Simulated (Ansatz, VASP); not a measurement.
**Cross-check of Ga2AsP (random alloy of the zinc-blende GaP-GaAs line, x = 0.5) between VASP and Ansatz**

Aim: how closely do two programs agree when they are given the same cell, functional and k mesh? Of the first pair: The structure shown is the start of the Ansatz relaxation below; VASP solves that cell, so the two are compared at the walk's first step.

Method: plane waves, with VASP 6.6.1 beside it; PBE, in Ansatz 0.2.0.

## 1. The starting structure

The cell holds 64 atoms: 32 Ga, 16 As and 16 P. Its edges and angles: a = 11.260 Å, b = 11.260 Å, c = 11.260 Å, α = 90.0°, β = 90.0°, γ = 90.0°. It derives from GaP (zinc-blende GaP-GaAs), repeated 2×2×2. Zinc-blende GaP-GaAs: 64 atoms, 16 of 32 P sites given to As at random, cell and internal coordinates interpolated linearly between the end members (Vegard's rule); (so at first; earlier steps may have moved the atoms), displaced by a Gaussian of 0.02 A. Lattice constants are starting values near those of PBE.

## 2. Ansatz: relaxation, PBE

Ansatz runs on its default PAW (the set named soft_2) files.

The two programs are compared at the cell with which this relaxation starts, whose forces are those of its first step.

input.yaml reads:

```yaml
crystal:
  lattice:
    - [11.26, 0.0, 0.0]
    - [0.0, 11.26, 0.0]
    - [0.0, 0.0, 11.26]
  atoms:
    - { symbol: Ga, position: [0.00289, 0.99891, 0.99906] }
    - { symbol: As, position: [0.12309, 0.12654, 0.12091] }
    - { symbol: Ga, position: [0.0031, 0.24865, 0.25057] }
    - { symbol: P, position: [0.12456, 0.3776, 0.37134] }
    - { symbol: Ga, position: [0.24943, 0.99932, 0.25201] }
    - { symbol: P, position: [0.37305, 0.12469, 0.37344] }
    - { symbol: Ga, position: [0.25007, 0.25104, 0.99805] }
    - { symbol: P, position: [0.37703, 0.3766, 0.12589] }
    - { symbol: Ga, position: [0.0016, 0.99879, 0.49978] }
    - { symbol: As, position: [0.12334, 0.12452, 0.62594] }
    - { symbol: Ga, position: [0.99877, 0.2493, 0.74878] }
    - { symbol: P, position: [0.1235, 0.37381, 0.87498] }
    - { symbol: Ga, position: [0.24802, 0.00042, 0.75295] }
    - { symbol: P, position: [0.37632, 0.12466, 0.87342] }
    - { symbol: Ga, position: [0.24867, 0.25301, 0.50009] }
    - { symbol: P, position: [0.37387, 0.37534, 0.62873] }
    - { symbol: Ga, position: [0.00021, 0.5011, 0.00053] }
    - { symbol: P, position: [0.12437, 0.62297, 0.12438] }
    - { symbol: Ga, position: [0.99963, 0.75104, 0.25149] }
    - { symbol: P, position: [0.12665, 0.87551, 0.37657] }
    - { symbol: Ga, position: [0.24866, 0.50223, 0.25091] }
    - { symbol: As, position: [0.37447, 0.62587, 0.37487] }
    - { symbol: Ga, position: [0.25201, 0.7527, 0.00388] }
    - { symbol: As, position: [0.37252, 0.87243, 0.1241] }
    - { symbol: Ga, position: [0.00028, 0.50156, 0.50056] }
    - { symbol: P, position: [0.12141, 0.62446, 0.62647] }
    - { symbol: Ga, position: [0.00041, 0.75135, 0.74961] }
    - { symbol: As, position: [0.12464, 0.87533, 0.87573] }
    - { symbol: Ga, position: [0.25035, 0.50021, 0.74881] }
    - { symbol: P, position: [0.37567, 0.62522, 0.87701] }
    - { symbol: Ga, position: [0.25213, 0.75033, 0.49933] }
    - { symbol: P, position: [0.37387, 0.87575, 0.62514] }
    - { symbol: Ga, position: [0.49939, 8.0e-05, 0.9989] }
    - { symbol: P, position: [0.62624, 0.12421, 0.12717] }
    - { symbol: Ga, position: [0.50072, 0.25105, 0.24806] }
    - { symbol: As, position: [0.6253, 0.37632, 0.37331] }
    - { symbol: Ga, position: [0.74953, 6.0e-05, 0.24756] }
    - { symbol: As, position: [0.87556, 0.1265, 0.37347] }
    - { symbol: Ga, position: [0.75062, 0.24767, 0.99993] }
    - { symbol: As, position: [0.87213, 0.37699, 0.12573] }
    - { symbol: Ga, position: [0.49996, 0.99862, 0.50226] }
    - { symbol: P, position: [0.62849, 0.1217, 0.6272] }
    - { symbol: Ga, position: [0.50289, 0.2506, 0.74787] }
    - { symbol: As, position: [0.62653, 0.37468, 0.87393] }
    - { symbol: Ga, position: [0.74782, 0.00098, 0.75141] }
    - { symbol: As, position: [0.87389, 0.12592, 0.87297] }
    - { symbol: Ga, position: [0.75142, 0.25008, 0.49967] }
    - { symbol: P, position: [0.87482, 0.37654, 0.62633] }
    - { symbol: Ga, position: [0.50094, 0.50024, 0.00014] }
    - { symbol: As, position: [0.6261, 0.62541, 0.12621] }
    - { symbol: Ga, position: [0.49945, 0.74568, 0.25185] }
    - { symbol: As, position: [0.62888, 0.87578, 0.37482] }
    - { symbol: Ga, position: [0.74976, 0.49979, 0.25003] }
    - { symbol: P, position: [0.87301, 0.62408, 0.37323] }
    - { symbol: Ga, position: [0.75044, 0.74947, 0.00088] }
    - { symbol: As, position: [0.87469, 0.87675, 0.12538] }
    - { symbol: Ga, position: [0.50389, 0.49663, 0.49885] }
    - { symbol: As, position: [0.6266, 0.62949, 0.62456] }
    - { symbol: Ga, position: [0.50008, 0.7496, 0.75236] }
    - { symbol: As, position: [0.62449, 0.87621, 0.87443] }
    - { symbol: Ga, position: [0.74774, 0.50056, 0.75089] }
    - { symbol: P, position: [0.8773, 0.6248, 0.8739] }
    - { symbol: Ga, position: [0.751, 0.75043, 0.5005] }
    - { symbol: As, position: [0.87487, 0.87706, 0.62566] }
kpoints:
  mp_grid: { grid: [1, 1, 1] }
hamiltonian:
  xc: pbe
scf:
  occupations: { method: fermi_dirac, width: 0.025 }
output:
  forces: true
relax:
  f_tol: 0.04
  max_steps: 150
  cell: {}
```

The run is started by

```
$ ansatz run input.yaml --threads 4 --pin off --max-ram 8192MiB --backend cpu --events-out ev --progress --plain --runs-dir out
```

Numbers of over 12 decimals in the logs are rounded to 6 here.

The log of the run:

```text
Engine: ansatz 0.2.0, x86_64-unknown-linux-gnu
Pseudopotentials: kind: paw
Pseudopotential: Ga, paw, valence charge 13, recommended cutoff 420 eV (normal), Ga.paw.azcp
Pseudopotential: As, paw, valence charge 15, recommended cutoff 420 eV (normal), As.paw.azcp
Pseudopotential: P, paw, valence charge 5, recommended cutoff 420 eV (normal), P.paw.azcp
Functional definition: PBE
  parameter kappa = 0.804
  parameter beta = 0.066725
  exchange = pbe_x(kappa = kappa, mu = beta*pi^2/3)
  correlation = pbe_c(beta = beta)
Crystal: 64 atoms, lattice volume = 1427.628 Å³
Basis set: ecut = 420 eV, 28017 PW (Γ), exchange–correlation on 160×160×160 points (8 copies of the dense FFT grid, shifted against one another)
Bands: 442, of which v1, the nominal top of the filled ones, is band 368 counted from 1 (367 counted from 0)
Symmetry: 1 space group operations
Space group: P1 (ITA 1), of the structure as read, at distance tolerance 1.1e-4 Å
k-points: 1
Non-local potential: Ga, projectors of the file, l = 0: 2, l = 1: 2, l = 2: 3, l = 3: 1
Non-local potential: As, projectors of the file, l = 0: 2, l = 1: 2, l = 2: 3, l = 3: 1
Non-local potential: P, projectors of the file, l = 0: 2, l = 1: 2, l = 2: 2
PAW form: soft (Blöchl's): semilocal exchange-correlation on the pseudo side does not see the compensation charge
PAW one-centre angular grid: Ga, 590 points (default); XC on 64 Gauss nodes
PAW one-centre angular grid: As, 590 points (default); XC on 64 Gauss nodes
PAW one-centre angular grid: P, 110 points (default); XC on 64 Gauss nodes
Initial density: superposition of atomic densities (neutral atoms: chi_scale 0, normalization atom), corrected by the library's trained network
Initial wavefunctions: pseudopotential atomic-orbital guess
Functional: x = pbe(κ = 0.804, μ = 0.219515), c = pbe(β = 0.066725)
SCF iter   1: F=—  HF=-210863.727519 eV  |F-HF|=—  |Δ(HF+E_count)|=         —  Δρ=1.83e-3  dr2=3.34e-2  ethr=1.77e-3  ⟨swp⟩=7.0  Hψ=1793  notcnv=0  defer=12
preconditioner: auto → Resta (q_TF=auto, 2.443 Å⁻¹)  ε∞=3.8  [insulator: Δε(μ)=0.787 eV  Ē_g=14.072 eV  σ=0.025 eV  W_gap=1.00  n_scr=364 (ndim 8)  ℏωp=23.6 eV  f_vac=0.053  D(μ)=0.00/eV (n_scr^D=0)  ε∞_Penn≈3.8]
SCF iter   2: F=—  HF=-210863.677809 eV  |F-HF|=—  |Δ(HF+E_count)|=   4.97e-2  Δρ=7.25e-4  dr2=7.56e-3  ethr=4.54e-6  ⟨swp⟩=3.0  Hψ=952  notcnv=0  defer=57
SCF iter   3: F=—  HF=-210863.678649 eV  |F-HF|=—  |Δ(HF+E_count)|=   8.40e-4  Δρ=4.85e-4  dr2=1.75e-3  ethr=1.03e-6  ⟨swp⟩=2.0  Hψ=741  notcnv=0  defer=57
SCF iter   4: F=—  HF=-210863.677334 eV  |F-HF|=—  |Δ(HF+E_count)|=   1.32e-3  Δρ=1.50e-4  dr2=2.37e-4  ethr=2.38e-7  ⟨swp⟩=2.0  Hψ=661  notcnv=0  defer=57
SCF iter   5: F=—  HF=-210863.677377 eV  |F-HF|=—  |Δ(HF+E_count)|=   4.35e-5  Δρ=3.64e-5  dr2=1.85e-5  ethr=3.22e-8  ⟨swp⟩=2.0  Hψ=741  notcnv=0  defer=57
SCF iter   6: F=—  HF=-210863.676540 eV  |F-HF|=—  |Δ(HF+E_count)|=   8.38e-4  Δρ=2.55e-5  dr2=6.36e-6  ethr=2.51e-9  ⟨swp⟩=3.0  Hψ=800  notcnv=0  defer=57
SCF iter   7: F=—  HF=-210863.676542 eV  |F-HF|=—  |Δ(HF+E_count)|=   2.24e-6  Δρ=7.44e-6  dr2=6.66e-7  ethr=8.65e-10  ⟨swp⟩=2.0  Hψ=662  notcnv=0  defer=57
SCF iter   8: F=—  HF=-210863.676543 eV  |F-HF|=—  |Δ(HF+E_count)|=   1.05e-6  Δρ=2.54e-6  dr2=1.21e-7  ethr=9.04e-11  ⟨swp⟩=3.0  Hψ=816  notcnv=0  defer=57
SCF iter   9: F=-210863.676543 eV  HF=-210863.676543 eV  |F-HF|=2.68e-9  |Δ(HF+E_count)|=   5.82e-9  Δρ=1.07e-6  dr2=1.21e-8  ethr=1.36e-11  ⟨swp⟩=5.0  Hψ=1471  notcnv=0
SCF 1 converged in 9 iterations: F = -210863.676543 eV  dr2 = 1.21e-8
  greatest PAW one-centre occupation: 0.999 electrons in one spin orbital (limit 2), on the As atom at site 27 (counted from 0), in its partial waves of l = 2
relax step   1: F+E_penalty+E_count = -210863.67654292 eV  Δ(F+E_penalty+E_count) = +0.000e0 eV  max|allowed force component| = 1.213e0 eV/Å  Δτ_max = 0.0000 Å  P = +0.199 GPa  Ω = 1427.628 Å³  (9 SCF iters, dr2 threshold 1.00e-7 eV, accepted)
Crystal: 64 atoms, lattice volume = 1428.384 Å³
Basis set: ecut = 420 eV, 27935 PW (Γ), exchange–correlation on 160×160×160 points (8 copies of the dense FFT grid, shifted against one another)
Initial density: handed on by an earlier stage of this run
Initial wavefunctions: those handed on with the density
iter 1 solved again at ethr=4.95e-5 eV; its pass at ethr=3.10e-3 eV (dr2=3.64e-1 eV) is discarded
SCF iter   1: F=—  HF=-210864.733811 eV  |F-HF|=—  |Δ(HF+E_count)|=         —  Δρ=8.18e-3  dr2=3.67e-1  ethr=4.95e-5  ⟨swp⟩=9.0  Hψ=1985  notcnv=0
preconditioner: auto → Resta (q_TF=auto, 2.443 Å⁻¹)  ε∞=3.8  [insulator: Δε(μ)=0.788 eV  Ē_g=14.076 eV  σ=0.025 eV  W_gap=1.00  n_scr=364 (ndim 8)  ℏωp=23.6 eV  f_vac=0.054  D(μ)=0.00/eV (n_scr^D=0)  ε∞_Penn≈3.8]
SCF iter   2: F=—  HF=-210864.689569 eV  |F-HF|=—  |Δ(HF+E_count)|=   4.42e-2  Δρ=4.15e-3  dr2=9.94e-2  ethr=4.95e-5  ⟨swp⟩=6.0  Hψ=619  notcnv=0
[...]
atom  12  P      0.00117979     0.00036862     0.00012075
  atom  13  Ga    -0.00141821     0.00030348     0.00171051
  atom  14  P     -0.00283544     0.00136806    -0.00225440
  atom  15  Ga     0.00147505     0.00034629    -0.00038313
  atom  16  P     -0.00047656    -0.00027412    -0.00273650
  atom  17  Ga    -0.00132600    -0.00015704    -0.00181117
  atom  18  P      0.00154699    -0.00102382     0.00232398
  atom  19  Ga    -0.00098956    -0.00220755    -0.00072637
  atom  20  P      0.00334042     0.00119945     0.00262567
  atom  21  Ga    -0.00102684    -0.00111333    -0.00041534
  atom  22  As     0.00087082     0.00001586    -0.00025938
  atom  23  Ga     0.00074644     0.00132646     0.00058476
  atom  24  As    -0.00326149    -0.00104106    -0.00316413
  atom  25  Ga     0.00086915     0.00084942    -0.00081658
  atom  26  P     -0.00032522    -0.00095541     0.00163330
  atom  27  Ga    -0.00100920    -0.00041243    -0.00081169
  atom  28  As     0.00033210     0.00305735     0.00100623
  atom  29  Ga    -0.00104627     0.00032506    -0.00124954
  atom  30  P      0.00299877     0.00008490    -0.00094032
  atom  31  Ga    -0.00196509     0.00122720     0.00046090
  atom  32  P      0.00060084    -0.00011751    -0.00370416
  atom  33  Ga     0.00151045    -0.00197002     0.00055348
  atom  34  P     -0.00118801    -0.00000418     0.00001282
  atom  35  Ga     0.00215496    -0.00108876     0.00034340
[...]
atom  57  Ga    -0.00009931     0.00129659     0.00211624
  atom  58  As    -0.00388301    -0.00115936    -0.00013175
  atom  59  Ga     0.00138606    -0.00104580     0.00195951
  atom  60  As    -0.00002262    -0.00009169     0.00200309
  atom  61  Ga    -0.00011225    -0.00106287     0.00302608
  atom  62  P      0.00048732    -0.00015074    -0.00026895
  atom  63  Ga    -0.00031357     0.00137852    -0.00141657
  atom  64  As     0.00089607     0.00019465    -0.00178509
  max |Σ_I F_I| component: 1.13e-6 eV/Å
--- Stress (GPa, compression-positive) ---
        0.003217       0.001705       0.000107
        0.001705       0.005986       0.000569
        0.000107       0.000569       0.004041
  P = ⅓ Tr σ = 0.0044 GPa (0.044 kbar)
--- Relaxed structure (4 steps of the walk, 4 accepted, 1 SCFs on fresh bases) ---
  F+E_penalty+E_count = -210864.73970306 eV   max|allowed force component| = 3.883e-3 eV/Å   (the final SCF, on the basis selected at the relaxed cell)
  cell:  # Å, volume = 1426.8470 Å³
    - [11.258966, -0.000102632, -2.296254933103689e-5]
    - [-0.000102632, 11.258943, 2.3509122218105114e-5]
    - [-2.296254933103689e-5, 2.3509122218105114e-5, 11.255927]
  atoms:
    - { symbol: Ga, position: [0.00149149, 1.000121, 0.999775] }
    - { symbol: As, position: [0.128347, 0.127272, 0.126016] }
    - { symbol: Ga, position: [0.00429599, 0.254617, 0.254047] }
    - { symbol: P, position: [0.126630, 0.377338, 0.376235] }
    - { symbol: Ga, position: [0.250335, 0.999841, 0.257256] }
    - { symbol: P, position: [0.374733, 0.126519, 0.376267] }
    - { symbol: Ga, position: [0.252929, 0.253791, 0.995409] }
    - { symbol: P, position: [0.372758, 0.374445, 0.123908] }
    - { symbol: Ga, position: [0.00401156, 0.996734, 0.497263] }
    - { symbol: As, position: [0.127862, 0.127338, 0.624198] }
    - { symbol: Ga, position: [1.001663, 0.257625, 0.749970] }
    - { symbol: P, position: [0.127317, 0.378105, 0.873802] }
    - { symbol: Ga, position: [0.256186, 0.000979123, 0.750768] }
    - { symbol: P, position: [0.375831, 0.127585, 0.873837] }
    - { symbol: Ga, position: [0.253165, 0.254642, 0.496695] }
    - { symbol: P, position: [0.372818, 0.374280, 0.626008] }
    - { symbol: Ga, position: [0.00439919, 0.502683, -0.00309338] }
    - { symbol: P, position: [0.125376, 0.622918, 0.125101] }
    - { symbol: Ga, position: [1.005016, 0.746290, 0.253273] }
    - { symbol: P, position: [0.126535, 0.872965, 0.376299] }
    - { symbol: Ga, position: [0.246434, 0.496621, 0.246826] }
    - { symbol: As, position: [0.371328, 0.624009, 0.376178] }
    - { symbol: Ga, position: [0.249875, 0.743352, 0.000911367] }
    - { symbol: As, position: [0.373769, 0.876170, 0.124960] }
    - { symbol: Ga, position: [0.0021115, 0.499919, 0.500325] }
    - { symbol: P, position: [0.125640, 0.623092, 0.624958] }
    - { symbol: Ga, position: [0.00129384, 0.743262, 0.749291] }
    - { symbol: As, position: [0.127320, 0.872368, 0.873959] }
    - { symbol: Ga, position: [0.249785, 0.499711, 0.748723] }
    - { symbol: P, position: [0.371873, 0.623006, 0.873910] }
    - { symbol: Ga, position: [0.246618, 0.752666, 0.504358] }
    - { symbol: P, position: [0.373828, 0.876264, 0.625229] }
    - { symbol: Ga, position: [0.498846, 0.0068617, 0.999738] }
    - { symbol: P, position: [0.621434, 0.126665, 0.125140] }
    - { symbol: Ga, position: [0.495769, 0.247767, 0.247161] }
    - { symbol: As, position: [0.624051, 0.373403, 0.376074] }
    - { symbol: Ga, position: [0.746034, 0.00410535, 0.246862] }
    - { symbol: As, position: [0.875350, 0.126361, 0.376210] }
    - { symbol: Ga, position: [0.745904, 0.248685, 1.004098] }
    - { symbol: As, position: [0.877336, 0.377039, 0.125032] }
    - { symbol: Ga, position: [0.496578, 1.003736, 0.503230] }
    - { symbol: P, position: [0.621851, 0.126643, 0.624903] }
    - { symbol: Ga, position: [0.496359, 0.248239, 0.746499] }
    - { symbol: As, position: [0.623094, 0.374631, 0.873815] }
    - { symbol: Ga, position: [0.746103, 0.00316057, 0.745466] }
    - { symbol: As, position: [0.874209, 0.127450, 0.873949] }
    - { symbol: Ga, position: [0.750093, 0.250564, 0.507394] }
    - { symbol: P, position: [0.877420, 0.377333, 0.625084] }
    - { symbol: Ga, position: [0.493329, 0.499380, -0.000732926] }
    - { symbol: As, position: [0.625129, 0.623838, 0.123838] }
    - { symbol: Ga, position: [0.499675, 0.750346, 0.250461] }
    - { symbol: As, position: [0.624104, 0.877164, 0.376430] }
    - { symbol: Ga, position: [0.753875, 0.502882, 0.253930] }
    - { symbol: P, position: [0.879626, 0.623933, 0.376222] }
    - { symbol: Ga, position: [0.753800, 0.746391, -0.00476592] }
    - { symbol: As, position: [0.876164, 0.873214, 0.126235] }
    - { symbol: Ga, position: [0.495938, 0.496205, 0.503969] }
    - { symbol: As, position: [0.624916, 0.624187, 0.626125] }
    - { symbol: Ga, position: [0.492891, 0.749951, 0.750130] }
    - { symbol: As, position: [0.622916, 0.875960, 0.874095] }
    - { symbol: Ga, position: [0.756387, 0.499721, 0.750769] }
    - { symbol: P, position: [0.878702, 0.622866, 0.873876] }
    - { symbol: Ga, position: [0.753427, 0.746749, 0.496425] }
    - { symbol: As, position: [0.876261, 0.873282, 0.624468] }
```

[end of part 1 of 2]

[Lines on the potential files, build, host, timing and source positions are cut from VASP's logs without a mark.]

[Logs are printed without paths, hosts, clocks, repeated set-up lines and the standing remarks that a program may print on its own settings, such as how far it seeks lower states.]

[Hosts, paths, dates, database ids (printed as entryN), source tags and the programs' standing remarks are cut or masked in the printed files.]
